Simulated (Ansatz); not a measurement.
# ZrB2 (P6/mmm) in Ansatz: notebook, part 2 of 2

Ansatz 0.2.0. Earlier steps stand in the parts before.

## Step 3: Relaxation of cell and atoms, r2SCAN, target pressure 20 GPa, at which the enthalpy is minimised

Input file input.yaml:

```yaml
crystal:
  lattice:
    - [3.17, 0.0, 0.0]
    - [-1.585, 2.74530053, 0.0]
    - [0.0, 0.0, 3.533]
  atoms:
    - { symbol: Zr, position: [0.0, 0.0, 0.0] }
    - { symbol: B, position: [0.6666666667, 0.3333333333, 0.5] }
    - { symbol: B, position: [0.3333333333, 0.6666666667, 0.5] }
hamiltonian:
  xc: r2scan
  pseudopotentials: { kind: paw }
kpoints:
  mp_grid: { grid: [10, 10, 8] }
scf:
  occupations: { method: fermi_dirac, width: 0.05 }
output:
  forces: true
  stress: true
  eigenvalues: true
relax:
  f_tol: 0.01
  max_steps: 40
  cell: { stress_tol: 0.05, p_target: 20.0 }
```

Potentials or basis: Ansatz PAW.

Launch:

```
> ansatz run input.yaml --threads 2 --pin off --max-ram 5632MiB --backend cpu --events-out ev --progress --plain --runs-dir out
```

Log:

```text
Warning: RAYON_NUM_THREADS=2 ignored (pool sized by the plan → 2); use --threads N
Engine: ansatz 0.2.0, aarch64-unknown-linux-gnu
Pseudopotentials: kind: paw
Pseudopotential: Zr, paw, valence charge 12, recommended cutoff 500 eV (meta_gga), Zr.paw.azcp
Pseudopotential: B, paw, valence charge 3, recommended cutoff 500 eV (meta_gga), B.paw.azcp
Functional definition: r2SCAN
  parameter k0 = 0.174
  parameter k1 = 0.065
  parameter a1 = 4.9479
  exchange = r2scan_x(k0 = k0, k1 = k1, a1 = a1)
  correlation = r2scan_c
Crystal: 3 atoms, lattice volume = 30.746 Å³
Basis set: ecut = 500 eV, 787 PW (Γ), exchange–correlation on 96×96×108 points (64 copies of the dense FFT grid, shifted against one another)
Bands: 13, of which v1, the nominal top of the filled ones, is band 9 counted from 1 (8 counted from 0)
Symmetry: 24 space group operations
Space group: P6/mmm (ITA 191), of the structure as read, at distance tolerance 3.1e-5 Å
k-points: 70 of 800
Non-local potential: Zr, projectors of the file, l = 0: 3, l = 1: 2, l = 2: 2, l = 3: 2
Non-local potential: B, projectors of the file, l = 0: 2, l = 1: 2, l = 2: 1
PAW form: soft (Blöchl's): semilocal exchange-correlation on the pseudo side does not see the compensation charge
PAW frozen core: Zr, regenerated for the run's functional (the file was generated under x = pbe(κ = 0.804, μ = 0.2195149727645171), c = pbe(β = 0.06672455060314922))
PAW frozen core: B, regenerated for the run's functional (the file was generated under x = pbe(κ = 0.804, μ = 0.2195149727645171), c = pbe(β = 0.06672455060314922))
PAW one-centre angular grid: Zr, 590 points (default); XC on 160 Gauss nodes
PAW one-centre angular grid: B, 302 points (default); XC on 160 Gauss nodes
Initial density: superposition of atomic densities (neutral atoms: chi_scale 0, normalization atom), corrected by the library's trained network
[... 81 lines left out ...]
  E_hartree    = 166.397144
  E_xc         = -223.315490
  E_vxc        = -300.419911  (∫ρ·V_xc dr)
  E_paw        = -3131.122244  (= ΣΔE_a)
  E_vpaw       = -86.450824  (= ΣTr[D̂ρ^β])
  E_aug_tail   = 0.000007  (compensation charges beyond the density's cutoff)
  E_vtau       = 16.475948  (kinetic-family band-sum trace: ∫τ·v_τ [+ j·A + Jᵃ·Aᵃ] dr)
  E_ewald      = -1344.331015
  E_core_change = -0.201626  (= ΣΔE_core)
  E_smearing   = -0.002571  (= −TS)
  E_closure    = 0.000000  (closes the sum)
  Σ components = -4511.205412   (vs F -4511.205412, Δ=0.00e0)
--- Forces (eV/Å), atoms counted from 1 ---
  atom   1  Zr    -0.00000000    -0.00000000     0.00000000
  atom   2  B     -0.00000000     0.00000000     0.00000000
  atom   3  B      0.00000000    -0.00000000     0.00000000
  max |Σ_I F_I| component: 3.70e-17 eV/Å
--- Stress (GPa, compression-positive) ---
       19.990187       0.000000       0.000000
        0.000000      19.990187       0.000000
        0.000000       0.000000      19.986442
  P = ⅓ Tr σ = 19.9889 GPa (199.889 kbar)
--- Band table (eV; the first three rows and the last of 70) ---
  k-point 0: bands = ["-33.1302", "-10.6657", "-9.9746", "-9.9746", "3.0889", "14.1487", "14.1487", "14.2135", "14.4709", "20.9861", "20.9861", "21.8249", "21.8249"]
  k-point 1: bands = ["-33.1261", "-10.7426", "-9.9695", "-9.9695", "3.3570", "12.8804", "14.3109", "14.3109", "15.7497", "19.8395", "19.8395", "21.2836", "21.2836"]
  k-point 2: bands = ["-33.1161", "-10.9224", "-9.9572", "-9.9572", "4.0721", "11.3954", "14.7827", "14.7827", "17.1658", "18.5576", "18.5576", "20.0401", "20.0401"]
  k-point 69: bands = ["-32.9182", "-10.8669", "-10.7731", "-10.6396", "6.8643", "7.9199", "11.7206", "14.0174", "14.1358", "21.6588", "23.6361", "23.9528", "24.1942"]
--- Relaxed structure (5 steps of the walk, 5 accepted, 1 SCFs on fresh bases) ---
  F+E_penalty+E_count = -4511.20541221 eV   max|allowed force component| = 1.234e-16 eV/Å   (the final SCF, on the basis selected at the relaxed cell)
  cell:  # Å, volume = 28.7218 Å³
    - [3.095531273524391, 0.0, 0.0]
    - [-1.5477656367621955, 2.6808087210813185, 0.0]
    - [0.0, 0.0, 3.4610705880070998]
  atoms:
    - { symbol: Zr, position: [1.10383325607028e-35, -3.3615315394490167e-35, 0.0] }
    - { symbol: B, position: [0.6666666666666666, 0.3333333333333333, 0.5] }
    - { symbol: B, position: [0.3333333333333333, 0.6666666666666666, 0.5] }
```

Wall time 11 s (2 threads of Arm Neoverse V2, shared host); peak memory 0.41 GiB.

Results:

```yaml
Free_energy: -4511.2054 eV
Relaxed_volume: 9.57 Å³/atom
Relaxed_cell: a = 3.096 Å, b = 3.096 Å, c = 3.461 Å, α = 90.00°, β = 90.00°, γ = 120.00°
Space_group_after_relaxing_to_0.05_Å: P6/mmm (No. 191)
Energy_change_on_relaxing_the_enthalpy_is_what_falls: +41.5 meV/atom
Ionic_steps: 6
Pressure_after_relaxing: 20.0 GPa
Band_gap_on_the_k_mesh: none (metal or under the smearing width)
```

The path:
```tsv
step	energy change (eV)	largest force (eV/Å)	volume (Å³)
1	0.0000	0.0000	30.75
2	0.3008	0.0000	27.71
3	0.1162	0.0000	28.79
4	0.1193	0.0000	28.75
5	0.1233	0.0000	28.72
6	0.1244	0.0000	28.72
```

Final structure:
```
CELL_PARAMETERS angstrom
3.09553 0.00000 0.00000
-1.54777 2.68081 0.00000
0.00000 0.00000 3.46107
ATOMIC_POSITIONS crystal
Zr 0.00000 0.00000 0.00000
B 0.66667 0.33333 0.50000
B 0.33333 0.66667 0.50000
```

Caveat: the plane-wave basis is chosen anew once the cell has moved, so the energies of steps on either side of that aren't comparable; the PAW data sets come from PBE, with cores solved anew for the run's functional, which leaves a small shift of forces and pressure.

## Step 4: Relaxation of cell and atoms, r2SCAN, target pressure 30 GPa, at which the enthalpy is minimised

input.yaml: that of step 3 with these lines changed.

```diff
@@ -20,2 +20,6 @@
   eigenvalues: true
+  write_density: true
+  write_potential: true
+  elf: true
+  volumetric_format: npy
 relax:
@@ -23,2 +27,2 @@
   max_steps: 40
-  cell: { stress_tol: 0.05, p_target: 20.0 }
+  cell: { stress_tol: 0.05, p_target: 30.0 }
```

Launch:

```
> ansatz run input.yaml --threads 2 --pin off --max-ram 5632MiB --backend cpu --events-out ev --progress --plain --runs-dir out
```

It took 12 s on 2 threads of Arm Neoverse V2, shared host; peak memory 0.41 GiB.

The run converged. Its results:

```
Free energy                                            : -4511.0745 eV
Relaxed volume                                         : 9.29 Å³/atom
Relaxed cell                                           : a = 3.066 Å, b = 3.066 Å, c = 3.424 Å, α = 90.00°, β = 90.00°, γ = 120.00°
Space group after relaxing (to 0.05 Å)                 : P6/mmm (No. 191)
Energy change on relaxing (the enthalpy is what falls) : +85.1 meV/atom
Ionic steps                                            : 6
Pressure after relaxing                                : 30.0 GPa
Band gap on the k mesh                                 : none (metal or under the smearing width)
```

The path:
| step | energy change (eV) | largest force (eV/Å) | volume (Å³) |
| --- | --- | --- | --- |
| 1 | 0.0000 | 0.0000 | 30.75 |
| 2 | 0.3707 | 0.0000 | 27.35 |
| 3 | 0.2428 | 0.0000 | 27.94 |
| 4 | 0.2514 | 0.0000 | 27.89 |
| 5 | 0.2537 | 0.0000 | 27.88 |
| 6 | 0.2553 | 0.0000 | 27.88 |

Final structure:
```cif
data_structure
_symmetry_space_group_name_H-M 'P 1'
_symmetry_Int_Tables_number 1
_cell_length_a 3.0662
_cell_length_b 3.0662
_cell_length_c 3.4239
_cell_angle_alpha 90.000
_cell_angle_beta 90.000
_cell_angle_gamma 120.000
_cell_volume 27.88
loop_
_atom_site_label
_atom_site_type_symbol
_atom_site_fract_x
_atom_site_fract_y
_atom_site_fract_z
_atom_site_occupancy
Zr1 Zr 0.00000 0.00000 0.00000 1
B1 B 0.66667 0.33333 0.50000 1
B2 B 0.33333 0.66667 0.50000 1
```

Levels at points of the mesh, in eV from the Fermi level:
```csv
k point,band 6,band 7,band 8,band 9,band 10,band 11,band 12,band 13
"(0.00, 0.00, 0.00)",-2.88,-2.88,-2.81,-2.44,4.18,4.18,5.05,5.05
"(0.00, 0.00, -0.50)",-7.56,-0.98,-0.98,0.51,0.51,1.03,1.03,2.31
"(0.00, -0.50, 0.00)",-9.14,-4.43,-3.30,-3.00,2.58,2.83,5.93,6.08
"(0.00, -0.50, -0.50)",-7.54,-5.16,-4.63,-1.87,4.60,4.85,6.37,7.54
```

Caveat: the plane-wave basis is chosen anew once the cell has moved, so the energies of steps on either side of that aren't comparable; the PAW data sets come from PBE, with cores solved anew for the run's functional, which leaves a small shift of forces and pressure.

## Step 5: Overview

```csv
cell,target pressure (GPa),gap on the mesh (eV),pressure (GPa)
relaxed to 10 GPa,10,none,10.0
relaxed to 20 GPa,20,none,20.0
relaxed to 30 GPa,30,none,30.0
```

Alike in all rows: task relaxation of cell and atoms; level r2SCAN; potentials or basis Ansatz PAW; no spin polarisation; k mesh 10 × 10 × 8; cutoff (eV) 500; smearing fermi-dirac 0.05 eV.

Caveats: the plane-wave basis is chosen anew once the cell has moved, so the energies of steps on either side of that aren't comparable; the PAW data sets come from PBE, with cores solved anew for the run's functional, which leaves a small shift of forces and pressure.

Total energies depend on the potentials used, so only differences within one code and one set of settings carry meaning.
